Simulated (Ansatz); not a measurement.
**ZnSe (Stilleite): a many-body input that goes wrong, and its mend**

Aim: the G0W0 gap of ZnSe (Stilleite). The first input has a fault.

Program: Ansatz 0.2.0. Level of theory: G0W0 on PBE, plane waves, PAW; PAW set soft_1. Results are calculated unless marked as measured.

### Step 1. Set-up

It takes space group F-43m (No. 216, cubic). Conventional cell: a = 5.668 Å, b = 5.668 Å, c = 5.668 Å, α = 90.00°, β = 90.00°, γ = 90.00°. Zn has 4 Se at 2.45 Å nearest. Nearest to Se lie 4 Zn at 2.45 Å. Farther neighbours and most contacts between anions are not listed.

The cell and positions come from the Crystallography Open Database and are kept as given unless a step says otherwise.

### Step 2. First try

The input, input.yaml:

```yaml
crystal:
  lattice:
    - [0.0, 2.8338, 2.8338]
    - [2.8338, 0.0, 2.8338]
    - [2.8338, 2.8338, 0.0]
  atoms:
    - { symbol: Zn, position: [0.0, 0.0, 0.0] }
    - { symbol: Se, position: [0.25, 0.25, 0.25] }
kpoints:
  mp_grid: { grid: [4, 4, 4] }
hamiltonian:
  xc: pbe
  pseudopotentials: { kind: paw, azcp: { folder: soft_1 } }
scf:
  occupations: { method: fermi_dirac, width: 1.0 }
gw:
  n_empty_bands: 48
  ecut_chi: 60
  qp_bands: [v2, c2]
  qp_kpoints: band_edges
  screening: { model: contour_deformation }
```

On the command line:

```bash
> ansatz run input.yaml --threads 3 --pin off --max-ram 92160MiB --backend cuda --events-out ev --progress --plain --runs-dir out --devices 1 --max-vram 13GiB
```

Numbers of over 12 decimals in the logs are rounded to 6 here.

The program printed:

```text
band count auto-derived: 25 (N_el = 28.0; filled up to band 14; 18 by the electrons, moments and atoms)
GPUs: using 1 of 1 available (devices: 1).
Engine: ansatz 0.2.0, x86_64-unknown-linux-gnu
Pseudopotentials: kind: paw
Pseudopotential: Zn, paw, valence charge 12, recommended cutoff 420 eV (normal), soft_1/Zn.paw.azcp
Pseudopotential: Se, paw, valence charge 16, recommended cutoff 420 eV (normal), soft_1/Se.paw.azcp
Functional definition: PBE
  parameter kappa = 0.804
  parameter beta = 0.066725
  exchange = pbe_x(kappa = kappa, mu = beta*pi^2/3)
  correlation = pbe_c(beta = beta)
device memory: the entry about to start is reckoned to put 0.9 GiB on a device that reports 44.4 GiB free (of which the cap on the GPU budget leaves the run 13.0 GiB)
GPU FFT provider: cuFFT
GPU libraries: cuBLAS 13.8.2, cuFFT 12.4.0, cuSOLVER 12.3.4
Crystal: 2 atoms, lattice volume = 45.513 Å³
Basis set: ecut = 420 eV, 893 PW (Γ)
Bands: 25, of which v1, the nominal top of the filled ones, is band 14 counted from 1 (13 counted from 0)
Symmetry: 24 space group operations
Space group: F-43m (ITA 216), of the structure as read, at distance tolerance 3.6e-5 Å
k-points: 8 of 64 (time reversal used)
Non-local potential: Zn, projectors of the file, l = 0: 2, l = 1: 2, l = 2: 3, l = 3: 1
Non-local potential: Se, projectors of the file, l = 0: 2, l = 1: 2, l = 2: 3, l = 3: 1
PAW form: soft (Blöchl's): semilocal exchange-correlation on the pseudo side does not see the compensation charge
PAW one-centre angular grid: Zn, 590 points (default); XC on 64 Gauss nodes
PAW one-centre angular grid: Se, 590 points (default); XC on 64 Gauss nodes
Initial density: superposition of atomic densities (chi_scale 0.1, normalization cell, long waves kept (reshape's long-wave potential 0.00 eV rms))
Initial wavefunctions: pseudopotential atomic-orbital guess
GPU buffer pool allocated for 19683 grid points (all kernels)
GPU transforms: local potential and band sums: pruned to the plane-wave sphere, on 25×27×27
Functional: x = pbe(κ = 0.804, μ = 0.219515), c = pbe(β = 0.066725)
SCF iter   1: F=—  HF=-8790.385775 eV  |F-HF|=—  |Δ(HF+E_count)|=         —  Δρ=6.01e-2  dr2=1.10e0  ethr=3.10e-3  ⟨swp⟩=5.1  Hψ=955  notcnv=0
preconditioner: auto → Kerker (q_TF=auto, 2.516 Å⁻¹)  [metal: Δε(μ)=1.230 eV  Ē_g=18.349 eV  σ=1.000 eV  W_gap=0.28  n_scr=14 (ndim 8)  ℏωp=23.4 eV  f_vac=0.060  D(μ)=0.48/eV (n_scr^D=0)]
SCF iter   2: F=—  HF=-8790.095132 eV  |F-HF|=—  |Δ(HF+E_count)|=   2.91e-1  Δρ=1.83e-2  dr2=1.36e-1  ethr=3.10e-3  ⟨swp⟩=2.0  Hψ=381  notcnv=0
SCF iter   3: F=—  HF=-8790.037768 eV  |F-HF|=—  |Δ(HF+E_count)|=   5.74e-2  Δρ=1.25e-2  dr2=6.25e-2  ethr=4.85e-4  ⟨swp⟩=2.0  Hψ=296  notcnv=0
SCF iter   4: F=—  HF=-8790.026584 eV  |F-HF|=—  |Δ(HF+E_count)|=   1.12e-2  Δρ=5.97e-3  dr2=8.40e-3  ethr=2.23e-4  ⟨swp⟩=2.0  Hψ=261  notcnv=0
SCF iter   5: F=—  HF=-8790.029133 eV  |F-HF|=—  |Δ(HF+E_count)|=   2.55e-3  Δρ=1.36e-3  dr2=9.89e-4  ethr=3.00e-5  ⟨swp⟩=2.4  Hψ=346  notcnv=0
SCF iter   6: F=—  HF=-8790.028777 eV  |F-HF|=—  |Δ(HF+E_count)|=   3.56e-4  Δρ=1.08e-3  dr2=4.50e-4  ethr=3.53e-6  ⟨swp⟩=2.1  Hψ=294  notcnv=0
SCF iter   7: F=—  HF=-8790.028968 eV  |F-HF|=—  |Δ(HF+E_count)|=   1.91e-4  Δρ=4.70e-4  dr2=9.20e-5  ethr=1.61e-6  ⟨swp⟩=2.1  Hψ=276  notcnv=0
SCF iter   8: F=—  HF=-8790.029007 eV  |F-HF|=—  |Δ(HF+E_count)|=   3.89e-5  Δρ=7.73e-5  dr2=5.25e-6  ethr=3.29e-7  ⟨swp⟩=2.0  Hψ=306  notcnv=0
SCF iter   9: F=—  HF=-8790.029013 eV  |F-HF|=—  |Δ(HF+E_count)|=   6.30e-6  Δρ=1.48e-5  dr2=1.38e-7  ethr=1.88e-8  ⟨swp⟩=2.0  Hψ=311  notcnv=0
SCF iter  10: F=-8790.029013 eV  HF=-8790.029013 eV  |F-HF|=6.09e-9  |Δ(HF+E_count)|=   2.72e-7  Δρ=2.55e-6  dr2=2.62e-9  ethr=3.57e-10  ⟨swp⟩=5.0  Hψ=751  notcnv=0
SCF 1 converged in 10 iterations: F = -8790.029013 eV  dr2 = 2.62e-9
[...]
device memory: the entry about to start is reckoned to put 1.5 GiB on a device that reports 44.7 GiB free (of which the cap on the GPU budget leaves the run 13.0 GiB)
NSCF: frozen V_eff on 8 k-points
[...]
device memory: the entry about to start is reckoned to put 1.3 GiB on a device that reports 44.9 GiB free (of which the cap on the GPU budget leaves the run 13.0 GiB)
NSCF: frozen V_eff on 8 k-points
SCF converged after 10 iterations
Free energy (F): -8790.029013 eV
Harris-Foulkes:  -8790.029013 eV  (|F-HF|=6.09e-9)
Internal energy: -8788.211434 eV  (E = F + TS)
E sigma→0 (E₀):  -8789.120224 eV
Entropy (-TS):   -1.817580 eV (-908.790 meV/atom)
Fermi energy:    7.815395 eV
--- Per-component energies (eV) ---
  E_band       = -390.194588
  E_kinetic    = 258.845464
  E_local      = -4835.489737  (includes V_loc(G=0)·N_el)
  E_nonlocal   = 465.270812
  E_hartree    = 2235.029299
  E_xc         = -163.474285
  E_vxc        = -141.314652  (∫ρ·V_xc dr)
  E_paw        = -4027.449484  (= ΣΔE_a)
  E_vpaw       = -607.563220  (= ΣTr[D̂ρ^β])
  E_aug_tail   = -0.000657  (compensation charges beyond the density's cutoff)
  E_ewald      = -2720.942845
  E_smearing   = -1.817580  (= −TS)
  E_closure    = 0.000000  (closes the sum)
  Σ components = -8790.029013   (vs F -8790.029013, Δ=0.00e0)
--- Band table (eV; the first three rows and the last of 8) ---
  k-point 0: bands = [... 10 lower, 0.3130, 6.4322, 6.4322, 6.4322, 7.7525, 12.3156, 12.3156, 12.3156, ... 7 higher]
  k-point 1: bands = [... 10 lower, 0.3130, 3.4181, 5.9619, 5.9619, 9.2235, 12.9437, 12.9437, 13.0172, ... 7 higher]
  k-point 2: bands = [... 10 lower, 0.4680, 1.2483, 5.5743, 5.5743, 9.0289, 12.8928, 12.8928, 15.0013, ... 7 higher]
  k-point 7: bands = [... 10 lower, 0.6076, 1.7939, 3.6996, 3.7988, 11.9419, 12.0146, 13.4690, 14.1898, ... 7 higher]
```

Run time: 12 s. Hardware: 1 × NVIDIA H100 80GB HBM3 (shared by 6 runs) with 3 threads of AMD EPYC 7R13 (Zen 3), shared host; peak memory 0.93 GiB.

Q: What is the fault?

The self-consistent loop converged; the step after it was not made.

The fault: smeared occupations of electronvolts. A wide smearing fills conduction states and empties valence ones, so the start is no longer the insulator.

### Step 3. A better input

Now the one-shot GW correction: screening in the RPA, then the self-energy of the levels asked for. This step takes PAW set soft_1 files.

Edit input.yaml of step 2 so:

```diff
@@ -14,6 +14,6 @@
 scf:
-  occupations: { method: fermi_dirac, width: 1.0 }
+  occupations: { method: fixed }
 gw:
-  n_empty_bands: 48
-  ecut_chi: 60
+  n_empty_bands: 103
+  ecut_chi: 100
   qp_bands: [v2, c2]
```

The program printed:

```text
GPUs: using 1 of 1 available (devices: 1).
[...]
GPU FFT provider: cuFFT
GPU libraries: cuBLAS 13.8.2, cuFFT 12.4.0, cuSOLVER 12.3.4
Crystal: 2 atoms, lattice volume = 45.513 Å³
Basis set: ecut = 420 eV, 893 PW (Γ)
Bands: 18, of which v1, the nominal top of the filled ones, is band 14 counted from 1 (13 counted from 0)
[... 1 set-up line as in the run before ...]
[...]
k-points: 8 of 64 (time reversal used)
[...]
GPU buffer pool allocated for 19683 grid points (all kernels)
[...]
SCF iter   1: F=—  HF=-8789.797132 eV  |F-HF|=—  |Δ(HF+E_count)|=         —  Δρ=6.17e-2  dr2=1.04e0  ethr=3.10e-3  ⟨swp⟩=4.5  Hψ=693  notcnv=0  defer=9
[...]
SCF iter   8: F=-8789.471094 eV  HF=-8789.471094 eV  |F-HF|=2.26e-8  |Δ(HF+E_count)|=   6.91e-8  Δρ=1.13e-5  dr2=3.16e-8  ethr=3.57e-10  ⟨swp⟩=5.0  Hψ=629  notcnv=0
SCF 1 converged in 8 iterations: F = -8789.471094 eV  dr2 = 3.16e-8
[...]
0    13      6.5715   -21.9636     2.4428   -18.8638  0.7525     5.8972     5.9146  root
     0    14      6.5715   -21.9636     2.4428   -18.8638  0.7525     5.8972     5.9146  root
     0    15      7.8437    -9.5176    -3.9298   -13.8337  0.7765     8.2346     8.2299  root
     0    16     12.3580    -6.9147    -4.4532   -11.6435  0.7612    12.6362    12.6335  root
     1    13      6.0928   -21.0947     2.4820   -17.9308  0.7501     5.3914     5.4109  root
     1    14      6.0928   -21.0947     2.4820   -17.9308  0.7501     5.3914     5.4109  root
     1    15      9.3014    -8.9730    -4.0663   -13.4090  0.7717     9.6756     9.6712  root
     1    16     12.9914    -7.1678    -4.5731   -12.0171  0.7544    13.2702    13.2677  root
[...]
7    13      3.8029   -20.3803     3.2830   -16.2508  0.7261     2.9146     2.9564  root
     7    14      3.9014   -16.7546     2.6220   -13.3882  0.7318     3.1279     3.1569  root
     7    15     12.0424    -8.0674    -3.9883   -12.1054  0.7645    12.0922    12.0921  root
     7    16     12.1048   -10.1055    -4.7342   -15.4024  0.7432    12.6814    12.6676  root
[key lines of the parts left out:]
SCF converged after 8 iterations
Free energy (F): -8789.471094 eV
Fermi energy:    6.571547 eV
```

Wall time 11 s (1 × NVIDIA H100 80GB HBM3 (shared by 6 runs) with 3 threads); peak memory 1 GiB; 11 s of CPU time.

This step gave:

- bands summed: 117
- RPA ε∞ on this mesh (eigenvalues): 13.66, 13.66, 13.66
- plane waves in the screening matrix: 113
- q-points in the mesh: 64
- G0W0 gap on the mesh: 2.315 eV
- k of the valence top: 0, 0, 0
- k of the conduction bottom: 0, 0, 0
- starting gap on the mesh: 1.272 eV
- Z at the valence top: 0.7525
- Z at the conduction bottom: 0.7765
- least direct G0W0 gap on the computed points: 2.315 eV

The gap on the mesh goes from 1.27 eV to 2.32 eV, a correction of +1.04 eV. Between the two edge states, bare exchange in place of the xc potential would open the gap by 7.42 eV, and correlation takes back 6.37 eV.

### Step 4. Outcome

```
first try  : the many-body step was refused after 12 s
better run : G0W0 gap on the mesh 2.32 eV (4×4×4 mesh, 103 empty bands, screening to 100 eV, PAW set soft_1 files)
```

The second run differs in: empty bands, screening cutoff (eV) and smearing (eV). Bands and cutoff are finite, so the gap is not at the basis limit. The miss can reach some tenths of an eV and take either sign; the mesh is an error of its own. The 4×4×4 mesh is coarse for this cell (its supercell is 16 Å along the shortest edge). The RPA ε∞ on it, from the PBE start, is 13.66; such meshes misread the long-range screening, most where the gap is narrow. The many-body steps are scalar-relativistic: spin-orbit coupling is not in them.

[Paths, hosts, dates, memory and timing lines, banners, echoed tables and standing remarks are left out of the program output.]

[Logs are printed without paths, hosts, clocks, repeated set-up lines and the standing remarks that a program may print on its own settings, such as how far it seeks lower states.]

[Runs of the session that timed out or met a known fault of the program may be left out.]

[Cells called generated may have been cut or substituted from an entry of the Crystallography Open Database or the Materials Project.]

[Hosts, paths, dates, database ids (printed as entryN), source tags and the programs' standing remarks are cut or masked in the printed files.]
